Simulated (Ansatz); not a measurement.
# Si/ZnS/CoSi2: a contact from a semiconductor to a metal, part 5 of 5

Wanted: barrier heights, local density of states and T(E) for Si/ZnS/CoSi2. The semiconductor is Si diamond(111), undoped, with its far face capped by hydrogen, and the metal is CoSi2 fluorite(111), with ZnS zinc blende(111) between them (whole bilayers). After relaxation the nearest pair at the metal is Si–Zn at 2.45 Å, along the normal. The common net has a side of 3.854 Å, which strains the semiconductor by -0.4 %, the layer between by +0.0 % and the metal by +1.7 %, against typed lattice constants near PBE's. The first steps treat the bulk crystals alone.

Ansatz 0.2.0; PBE DFT, plane waves, PAW files (the session's first sound run).

So far. Step 7 (The contact's transmission, atomic planes in the …): The semiconductor's channels close between -0.45 and +0.15 eV. In the worse lead the potential repeats within 40 meV, which the program flags as too much for a lead, so the lead is short or a field runs through it.

### 9. The first cell with another functional, cutoff 500 eV

This step: r2SCAN DFT, plane waves, PAW files; ballistic transmission by layer matching between semi-infinite leads (Ansatz 0.2.0).

System of this step: Si/ZnS/CoSi2. The cell holds 52 atoms: 38 Si, 2 S, 2 Zn, 9 Co and 1 H. Cell: a = 3.854 Å, b = 3.854 Å, c = 93.128 Å, α = 90.0°, β = 90.0°, γ = 120.0°. Regions: left electrode, 20 atoms (20 Si); barrier, 4 atoms (2 S and 2 Zn); right electrode, 27 atoms (18 Si and 9 Co). Vacuum lies along c.

r2SCAN opens the gap somewhat, so the first cell is run again with it to see how the barriers share the change.

input.yaml reads:

```yaml
crystal:
  lattice:
    - [3.854, 0.0, 0.0]
    - [-1.927, 3.3376619062, 0.0]
    - [0.0, 0.0, 93.1276502401]
  atoms:
    - { symbol: Si, position: [0.66666667, 0.33333333, 0.1664382164] }
    - { symbol: Si, position: [0.0, 0.0, 0.1749718122] }
    - { symbol: Si, position: [0.0, 0.0, 0.200397852] }
    - { symbol: Si, position: [0.33333333, 0.66666667, 0.2089314479] }
    - { symbol: Si, position: [0.33333333, 0.66666667, 0.2343574877] }
    - { symbol: Si, position: [0.66666667, 0.33333333, 0.2428910835] }
    - { symbol: Si, position: [0.66666667, 0.33333333, 0.2683171233] }
    - { symbol: Si, position: [0.0, 0.0, 0.2768507192] }
    - { symbol: Si, position: [0.0, 0.0, 0.302276759] }
    - { symbol: Si, position: [0.33333333, 0.66666667, 0.3108103548] }
    - { symbol: Si, position: [0.33333333, 0.66666667, 0.3362363946] }
    - { symbol: Si, position: [0.66666667, 0.33333333, 0.3447699905] }
    - { symbol: Si, position: [0.66666667, 0.33333333, 0.3701960303] }
    - { symbol: Si, position: [0.0, 0.0, 0.3787296261] }
    - { symbol: Si, position: [0.0, 0.0, 0.404155666] }
    - { symbol: Si, position: [0.33333333, 0.66666667, 0.4126892618] }
    - { symbol: Si, position: [0.33333333, 0.66666667, 0.4381153016] }
    - { symbol: Si, position: [0.66666667, 0.33333333, 0.4466488975] }
    - { symbol: Si, position: [0.66666667, 0.33333333, 0.4719750225] }
    - { symbol: Si, position: [0.0, 0.0, 0.4793491043] }
    - { symbol: S, position: [0.0, 0.0, 0.503655145] }
    - { symbol: Zn, position: [0.33333333, 0.66666667, 0.5127202276] }
    - { symbol: S, position: [0.33333333, 0.66666667, 0.5373147343] }
    - { symbol: Zn, position: [0.66666667, 0.33333333, 0.5467731553] }
    - { symbol: Si, position: [0.66666667, 0.33333333, 0.5730705425] }
    - { symbol: Co, position: [0.0, 0.0, 0.5795537331] }
    - { symbol: Si, position: [0.33333333, 0.66666667, 0.5869037323] }
    - { symbol: Si, position: [0.0, 0.0, 0.6038594122] }
    - { symbol: Co, position: [0.33333333, 0.66666667, 0.6118043832] }
    - { symbol: Si, position: [0.66666667, 0.33333333, 0.6197493542] }
    - { symbol: Si, position: [0.33333333, 0.66666667, 0.6367050341] }
    - { symbol: Co, position: [0.66666667, 0.33333333, 0.6446500051] }
    - { symbol: Si, position: [0.0, 0.0, 0.6525949762] }
    - { symbol: Si, position: [0.66666667, 0.33333333, 0.6695506561] }
    - { symbol: Co, position: [0.0, 0.0, 0.6774956271] }
    - { symbol: Si, position: [0.33333333, 0.66666667, 0.6854405981] }
    - { symbol: Si, position: [0.0, 0.0, 0.702396278] }
    - { symbol: Co, position: [0.33333333, 0.66666667, 0.710341249] }
    - { symbol: Si, position: [0.66666667, 0.33333333, 0.71828622] }
    - { symbol: Si, position: [0.33333333, 0.66666667, 0.7352418999] }
    - { symbol: Co, position: [0.66666667, 0.33333333, 0.743186871] }
    - { symbol: Si, position: [0.0, 0.0, 0.751131842] }
    - { symbol: Si, position: [0.66666667, 0.33333333, 0.7680875219] }
    - { symbol: Co, position: [0.0, 0.0, 0.7760324929] }
    - { symbol: Si, position: [0.33333333, 0.66666667, 0.7839774639] }
    - { symbol: Si, position: [0.0, 0.0, 0.8009331438] }
    - { symbol: Co, position: [0.33333333, 0.66666667, 0.8088781148] }
    - { symbol: Si, position: [0.66666667, 0.33333333, 0.8168230859] }
    - { symbol: Si, position: [0.33333333, 0.66666667, 0.8337787658] }
    - { symbol: Co, position: [0.66666667, 0.33333333, 0.8417237368] }
    - { symbol: Si, position: [0.0, 0.0, 0.8496687078] }
    - { symbol: H, position: [0.66666667, 0.33333333, 0.1503312922] }
kpoints:
  mp_grid: { grid: [8, 8, 1] }
scf:
  occupations: { method: fermi_dirac, width: 0.1 }
  max_iter: 150
hamiltonian:
  xc: r2scan
efield:
  axis: 3
  dipole_correction: true
output:
  transmission:
    kmesh: [12, 12]
    e_range: [-2.5, 2.5]
    de: 0.05
    leads: [[8, 10], [37, 40]]
  dos: { projected: true, e_range: [-6, 5], de: 0.05 }
  write_potential: true
  write_density: true
  volumetric_format: npy
```

Command:

```
$ ansatz run input.yaml --threads 8 --pin off --max-ram 24576MiB --backend cpu --events-out ev --progress --plain --runs-dir out
```

Numbers of over 12 decimals in the logs are rounded to 6 here.

Output:

```text
[...]
Crystal: 52 atoms, lattice volume = 1197.933 Å³
Basis set: ecut = 500 eV, 29973 PW (Γ), exchange–correlation on 120×120×2880 points (64 copies of the dense FFT grid, shifted against one another)
Bands: 223, of which v1, the nominal top of the filled ones, is band 171 counted from 1 (170 counted from 0)
Symmetry: 6 space group operations
[...]
k-points: 10 of 64 (time reversal used)
[...]
SCF iter   1: F=—  HF=-78958.204262 eV  |F-HF|=—  |Δ(HF+E_count)|=         —  Δρ=1.31e-2  dr2=2.47e1  dr2_τ=6.81e-1  ethr=1.77e-3  p=-0.067 e·Å  D=-1.02e-2 V/Å  ΔV_dip=0.95 eV  dr2_dipole=1.34e1  V_vac-E_F(+/−)=4.77/3.82 eV  ⟨swp⟩=8.9  Hψ=12083  notcnv=0  defer=137
[...]
SCF iter  20: F=-78958.776574 eV  HF=-78958.776574 eV  |F-HF|=9.34e-9  |Δ(HF+E_count)|=   7.65e-8  Δρ=8.13e-7  dr2=2.48e-8  dr2_τ=7.08e-10  ethr=2.92e-11  p=-0.067 e·Å  D=-1.01e-2 V/Å  ΔV_dip=0.94 eV  dr2_dipole=8.56e-11  V_vac-E_F(+/−)=5.11/4.17 eV  ⟨swp⟩=19.0  Hψ=10455  notcnv=0
SCF 1 converged in 20 iterations: F = -78958.776574 eV  dr2 = 2.48e-8
[...]
transmission: 118 of 1140 steps passed
transmission: 238 of 1140 steps passed
[...]
transmission: 1140 of 1140 steps passed
[...]
SCF converged after 20 iterations
Free energy (F): -78958.776574 eV
[...]
Internal energy: -78958.392216 eV  (E = F + TS)
E sigma→0 (E₀):  -78958.584395 eV
Entropy (-TS):   -0.384358 eV (-7.391 meV/atom)
Fermi energy:    5.096555 eV
Dipole field:    D = -0.010095 V/Å  (p = -0.066833 e·Å, saw-weighted, corrected)
Work function:   Φ+ = 5.1148 eV   Φ− = 4.1747 eV
[...]
--- Band table (eV; the first three rows and the last of 10) ---
  k-point 0: bands = [... 167 lower, 6.3292, 6.3890, 6.3890, 6.3921, 6.4567, 6.5551, 6.6722, 6.7743, ... 48 higher]
  k-point 1: bands = [... 167 lower, 5.9159, 6.1287, 6.2218, 6.3009, 6.5443, 6.6075, 6.6512, 6.7350, ... 48 higher]
  k-point 2: bands = [... 167 lower, 5.0240, 5.0885, 5.3470, 5.3764, 5.6783, 5.7314, 5.8291, 5.9837, ... 48 higher]
  k-point 9: bands = [... 167 lower, 4.3074, 4.4269, 4.5135, 4.5698, 4.5866, 4.6132, 4.6408, 5.1705, ... 48 higher]
--- Transmission ---
  basis      : 139 plane waves across, 60 finite elements along
  points     : 19, standing for a mesh of 12 x 12
[...]
channels       : 0.000000e0 a spin
[...]
slowest decay  : 0.0940 /Å at (0.4167, 0.0000)
[...]
channels       : 1.270833e0 a spin
[...]
slowest decay  : 0.1115 /Å at (0.4167, 0.0833)
  junction   : crystal 0 to crystal 1, 29.73 to 64.62 Å
    transmission   : 0.000000e0 a spin
[...]
```

The job ended after 7.5 min (8 threads of Arm Neoverse V1, shared host; peak memory 14 GiB).

Numbers from this step:

```
free energy                      : -78958.7766 eV
Fermi energy                     : 5.097 eV
potential step in the lower lead : 40.1 meV
potential step in the upper lead : 10.4 meV
work function, upper face        : 5.115 eV
work function, lower face        : 4.175 eV
dipole moment                    : -0.06683 e·Å
dipole field                     : -0.01010 V/Å
```

One spin. The transmission, zone mean by energy, zero at the Fermi level:

```csv
energy (eV),"transmission, zone mean"
-2.50,0.110
-2.35,0.0287
-2.25,0.0136
-2.10,0.00716
-1.95,0.0134
-1.80,0.00709
-1.70,0.00384
-1.55,0.0226
-1.40,0.00157
-1.30,0.00103
-1.15,8.1e-4
-1.00,5.5e-4
-0.90,4.6e-4
-0.75,9.1e-5
-0.60,0
-0.45,0
-0.35,0
-0.20,0
-0.05,0
0.00,0
0.05,0
0.20,0
0.35,4.4e-4
0.45,1.1e-4
0.60,8.0e-4
0.75,9.6e-4
0.90,0.00331
1.00,0.00283
1.15,0.00284
1.30,0.0549
1.40,0.0747
1.55,0.0195
1.70,0.0366
1.80,0.0705
1.95,0.136
2.10,0.168
2.25,0.212
2.35,0.224
2.50,0.279
```

One spin. The open channels, zone mean by energy, zero at the Fermi level:

```csv
energy (eV),lower lead,upper lead
-2.400,1.51,1.15
-2.200,1.30,1.31
-2.000,1.13,1.53
-1.800,0.938,1.79
-1.600,0.604,2.02
-1.400,0.562,1.28
-1.200,0.312,1.55
-1.000,0.188,1.47
-0.800,0.146,1.88
-0.600,0,1.88
-0.400,0,1.83
-0.200,0,1.48
0.000,0,1.27
0.200,0.0417,1.23
0.400,0.208,0.979
0.600,0.333,0.979
0.800,0.583,0.896
1.000,0.833,0.611
1.200,0.979,0.597
1.400,1.36,0.472
1.600,1.65,0.431
1.800,2.11,0.674
2.000,2.15,0.882
2.200,2.30,1.22
2.400,2.03,1.38
```

Projected DOS an atom over height of the atomic layer and energy from the Fermi level. Layers: H Si Si Si Si Si Si Si Si Si Si Si Si Si Si Si Si Si Si Si Si S Zn S Zn Si Co Si Si Co Si Si Co Si Si Co Si Si Co Si Si Co Si Si Co Si Si Co Si Si Co Si; projections on atoms miss part of the total, and the computed bands can run out at the top of the range; a column is the mean of 4 neighbouring layers, the last of those left over.

Ten even steps from '0' (0.00 states/eV) to '9' (2.39 states/eV), each cell a mean:
```
0000000000000
1111101111111
1211112222211
2222210000011
1222211111111
2222211222221
1222210000001
0111210000001
0000111000000
0000001010011
0000001121122
0000003243343
0000003353365
1111005595594
1222102242243
2222212222222
2222221222122
2222231343333
1222232332232
2112221111111
0000121111111
0000121101110
```
Columns: height of the atomic layer (Å) from 16.1 to 77.8 (not evenly spaced); rows upwards: energy from the Fermi level (eV) from -6 to 5.

The semiconductor's channels close between -0.65 and +0.20 eV. In the worse lead the potential repeats within 40 meV, which the program flags as too much for a lead, so the lead is short or a field runs through it.

### 10. Results

```json
{
  "valence edge of the semiconductor lead against the Fermi level, 4 planes": "-0.45 eV",
  "conduction edge of the semiconductor lead against the Fermi level, 4 planes": "+0.15 eV",
  "valence edge of the semiconductor lead against the Fermi level, 6 planes": "-0.45 eV",
  "conduction edge of the semiconductor lead against the Fermi level, 6 planes": "+0.15 eV",
  "valence edge of the semiconductor lead against the Fermi level, 8 planes": "-0.45 eV",
  "conduction edge of the semiconductor lead against the Fermi level, 8 planes": "+0.15 eV",
  "valence edge of the semiconductor lead against the Fermi level, r2SCAN": "-0.65 eV",
  "conduction edge of the semiconductor lead against the Fermi level, r2SCAN": "+0.20 eV"
}
```

The metal's Fermi level lies in the gap of the semiconductor, 0.15 eV under the first conduction channel and 0.45 eV over the last valence one, as read in the lead, away from the contact; bands can bend on the way there. The edges are read from the typed mesh and energy grid, to 0.05 eV at best; the semiconductor's potential still steps by 38 meV a period, so they depend on where the lead is cut. Adding 4 atomic planes to the layer under the metal moves the conduction edge by +0.00 eV, about one grid step or less. r2SCAN moves the edges to -0.65 and +0.20 eV, 0.85 eV apart on the grid against 0.60 eV. The semiconductor is undoped and only a few nanometres thick, with its far face capped by hydrogen. A semilocal functional narrows gaps, and the two barriers add up to the gap, so their sum is too small. No spin-orbit coupling, phonons, disorder or image charges enter; the interfaces are ordered, one cell wide and lattice-matched by strain. Semilocal gaps are too small, which can bring a band edge of the barrier nearer to the Fermi level than it is.

[Logs are printed without paths, hosts, clocks, repeated set-up lines and the standing remarks that a program may print on its own settings, such as how far it seeks lower states.]

[Hosts, paths, dates, database ids (printed as entryN), source tags and the programs' standing remarks are cut or masked in the printed files.]
